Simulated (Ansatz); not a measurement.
# BP (F-43m) in Ansatz: further runs, part 2 of 2

Ansatz 0.2.0. Earlier steps stand in the parts before.

## Step 4: Single point, m-r2SCAN, 10.98 Å³/atom (volume scaled by 0.94)

File input.yaml:

```yaml
crystal:
  lattice:
    - [0.0, 2.2226808807, 2.2226808807]
    - [2.2226808807, 0.0, 2.2226808807]
    - [2.2226808807, 2.2226808807, 0.0]
  atoms:
    - { symbol: P, position: [0.75, 0.75, 0.75] }
    - { symbol: B, position: [0.0, 0.0, 0.0] }
hamiltonian:
  xc: mr2scan
  pseudopotentials: { kind: paw }
kpoints:
  mp_grid: { grid: [10, 10, 10] }
scf:
  occupations: { method: fermi_dirac, width: 0.05 }
output:
  forces: true
  stress: true
  eigenvalues: true
  write_density: true
  write_potential: true
  elf: true
  volumetric_format: npy
```

Started as:

```bash
$ ansatz run input.yaml --threads 2 --pin off --max-ram 5120MiB --backend cpu --events-out ev --progress --plain --runs-dir out
```

Wall time 1.3 s (2 threads of Arm Neoverse V2, shared host); peak memory 0.3 GiB.

It converged, with:

| Quantity | Value |
| --- | --- |
| Free energy | -916.6397 eV |
| Pressure | 11.6 GPa |
| Band gap on the k mesh | 1.33 eV, indirect (least direct gap 3.70 eV) |

Caveat: the PAW data sets come from PBE, with cores solved anew for the run's functional, which leaves a small shift of forces and pressure.

## Step 5: Single point, m-r2SCAN, 11.21 Å³/atom (volume scaled by 0.96)

Changes to input.yaml since step 4:

```diff
@@ -2,5 +2,5 @@
   lattice:
-    - [0.0, 2.2226808807, 2.2226808807]
-    - [2.2226808807, 0.0, 2.2226808807]
-    - [2.2226808807, 2.2226808807, 0.0]
+    - [0.0, 2.2383340787, 2.2383340787]
+    - [2.2383340787, 0.0, 2.2383340787]
+    - [2.2383340787, 2.2383340787, 0.0]
   atoms:
```

Started as:

```bash
$ ansatz run input.yaml --threads 2 --pin off --max-ram 5120MiB --backend cpu --events-out ev --progress --plain --runs-dir out
```

Wall time 1.3 s (2 threads of Arm Neoverse V2, shared host); peak memory 0.3 GiB.

The run converged. Its results:

```
Free energy            : -916.6671 eV
Pressure               : 7.3 GPa
Band gap on the k mesh : 1.36 eV, indirect (least direct gap 3.67 eV)
```

Caveat: the PAW data sets come from PBE, with cores solved anew for the run's functional, which leaves a small shift of forces and pressure.

## Step 6: Single point, m-r2SCAN, 11.45 Å³/atom (volume scaled by 0.98)

File input.yaml:

```yaml
crystal:
  lattice:
    - [0.0, 2.2537713532, 2.2537713532]
    - [2.2537713532, 0.0, 2.2537713532]
    - [2.2537713532, 2.2537713532, 0.0]
  atoms:
    - { symbol: P, position: [0.75, 0.75, 0.75] }
    - { symbol: B, position: [0.0, 0.0, 0.0] }
hamiltonian:
  xc: mr2scan
  pseudopotentials: { kind: paw }
kpoints:
  mp_grid: { grid: [10, 10, 10] }
scf:
  occupations: { method: fermi_dirac, width: 0.05 }
output:
  forces: true
  stress: true
  eigenvalues: true
```

Potentials or basis: Ansatz PAW.

Started as:

```bash
$ ansatz run input.yaml --threads 2 --pin off --max-ram 5120MiB --backend cpu --events-out ev --progress --plain --runs-dir out
```

It took 1 s on 2 threads of Arm Neoverse V2, shared host; peak memory 0.27 GiB.

It converged, with:

```yaml
Free_energy: -916.6825 eV
Pressure: 3.4 GPa
Band_gap_on_the_k_mesh: 1.39 eV, indirect (least direct gap 3.63 eV)
```

Caveat: the PAW data sets come from PBE, with cores solved anew for the run's functional, which leaves a small shift of forces and pressure.

## Step 7: Single point, m-r2SCAN, 11.68 Å³/atom

Changes to input.yaml since step 6:

```diff
@@ -2,5 +2,5 @@
   lattice:
-    - [0.0, 2.2537713532, 2.2537713532]
-    - [2.2537713532, 0.0, 2.2537713532]
-    - [2.2537713532, 2.2537713532, 0.0]
+    - [0.0, 2.269, 2.269]
+    - [2.269, 0.0, 2.269]
+    - [2.269, 2.269, 0.0]
   atoms:
```

Started as:

```bash
$ ansatz run input.yaml --threads 2 --pin off --max-ram 5120MiB --backend cpu --events-out ev --progress --plain --runs-dir out
```

Run time: 1 s. Hardware: 2 threads of Arm Neoverse V2, shared host; peak memory 0.3 GiB.

It converged, with:

* Free energy: -916.6871 eV
* Pressure: -0.2 GPa
* Band gap on the k mesh: 1.42 eV, indirect (least direct gap 3.60 eV)

Caveat: the PAW data sets come from PBE, with cores solved anew for the run's functional, which leaves a small shift of forces and pressure.

## Step 8: Single point, m-r2SCAN, 11.92 Å³/atom (volume scaled by 1.02)

Changes to input.yaml since step 7:

```diff
@@ -2,5 +2,5 @@
   lattice:
-    - [0.0, 2.269, 2.269]
-    - [2.269, 0.0, 2.269]
-    - [2.269, 2.269, 0.0]
+    - [0.0, 2.284026928, 2.284026928]
+    - [2.284026928, 0.0, 2.284026928]
+    - [2.284026928, 2.284026928, 0.0]
   atoms:
```

Started as:

```bash
$ ansatz run input.yaml --threads 2 --pin off --max-ram 5120MiB --backend cpu --events-out ev --progress --plain --runs-dir out
```

Run time: 1 s. Hardware: 2 threads of Arm Neoverse V2, shared host; peak memory 0.29 GiB.

Results (log left out):

```
Free energy            : -916.6819 eV
Pressure               : -3.4 GPa
Band gap on the k mesh : 1.44 eV, indirect (least direct gap 3.57 eV)
```

Caveat: the PAW data sets come from PBE, with cores solved anew for the run's functional, which leaves a small shift of forces and pressure.

## Step 9: Single point, m-r2SCAN, 12.15 Å³/atom (volume scaled by 1.04)

Changes to input.yaml since step 8:

```diff
@@ -2,5 +2,5 @@
   lattice:
-    - [0.0, 2.284026928, 2.284026928]
-    - [2.284026928, 0.0, 2.284026928]
-    - [2.284026928, 2.284026928, 0.0]
+    - [0.0, 2.2988586873, 2.2988586873]
+    - [2.2988586873, 0.0, 2.2988586873]
+    - [2.2988586873, 2.2988586873, 0.0]
   atoms:
@@ -19 +19,5 @@
   eigenvalues: true
+  write_density: true
+  write_potential: true
+  elf: true
+  volumetric_format: npy
```

Potentials or basis: Ansatz PAW.

Started as:

```bash
$ ansatz run input.yaml --threads 2 --pin off --max-ram 5120MiB --backend cpu --events-out ev --progress --plain --runs-dir out
```

It took 1.3 s on 2 threads of Arm Neoverse V2, shared host; peak memory 0.3 GiB.

It converged, with:

* Free energy: -916.6677 eV
* Pressure: -6.3 GPa
* Band gap on the k mesh: 1.47 eV, indirect (least direct gap 3.55 eV)

Caveat: the PAW data sets come from PBE, with cores solved anew for the run's functional, which leaves a small shift of forces and pressure.

## Step 10: Single point, m-r2SCAN, 12.38 Å³/atom (volume scaled by 1.06)

Changes to input.yaml since step 9:

```diff
@@ -2,5 +2,5 @@
   lattice:
-    - [0.0, 2.2988586873, 2.2988586873]
-    - [2.2988586873, 0.0, 2.2988586873]
-    - [2.2988586873, 2.2988586873, 0.0]
+    - [0.0, 2.3135014941, 2.3135014941]
+    - [2.3135014941, 0.0, 2.3135014941]
+    - [2.3135014941, 2.3135014941, 0.0]
   atoms:
```

Started as:

```bash
$ ansatz run input.yaml --threads 2 --pin off --max-ram 5120MiB --backend cpu --events-out ev --progress --plain --runs-dir out
```

It took 1.3 s on 2 threads of Arm Neoverse V2, shared host; peak memory 0.3 GiB.

The run converged. Its results:

| Property | Result |
| --- | --- |
| Free energy | -916.6453 eV |
| Pressure | -9.0 GPa |
| Band gap on the k mesh | 1.49 eV, indirect (least direct gap 3.52 eV) |

Caveat: the PAW data sets come from PBE, with cores solved anew for the run's functional, which leaves a small shift of forces and pressure.

## Step 11: Equation of state, m-r2SCAN

Potentials or basis: Ansatz PAW.

This step only gathers the single runs of the series.

Results:

| Quantity | Value |
| --- | --- |
| Equilibrium volume | 11.67 Å³/atom |
| Bulk modulus | 169 GPa |
| Pressure derivative of the bulk modulus | 3.8 |

Energy against volume, from the lowest point:
```tsv
volume (Å³/atom)	energy (meV/atom)
10.981	23.72
11.214	10.03
11.448	2.30
11.682	0.00
11.915	2.62
12.149	9.73
12.383	20.90
```

Caveat: the PAW data sets were made with another functional, which shifts forces and pressure a little.

## Step 12: Overview

```tsv
task	level	cutoff (eV)	smearing	points for each segment of the path	gap on the mesh (eV)
band structure	PBEsol	420	fermi-dirac 0.05 eV	14	1.13
Born charges and dielectric tensor	PBEsol	420	fixed	-	1.13
equation of state	m-r2SCAN	500	fermi-dirac 0.05 eV	-	-
```

Alike in all rows: potentials or basis Ansatz PAW; no spin polarisation; cell as given; k mesh 10 × 10 × 10.

Caveats: the PAW data sets come from PBE, with cores solved anew for the run's functional, which leaves a small shift of forces and pressure (some runs); the PAW data sets were made with another functional, which shifts forces and pressure a little (some runs).

Absolute energies hang on the potentials; compare differences alone.

## Step 13: How close it comes

Step 11. Against the measured bulk modulus of BP, 179 GPa (300 K; “Equation of state of single-crystal cubic boron phosphide”, 2014, arxiv:1407.1677), the calculated 169 GPa is off by -5.4 %. 3 values of this kind are on record (173 to 179 GPa); this one was drawn at random among those near their median, those with a stated uncertainty first. The fit is for a static lattice scaled at fixed shape and fixed fractional positions.
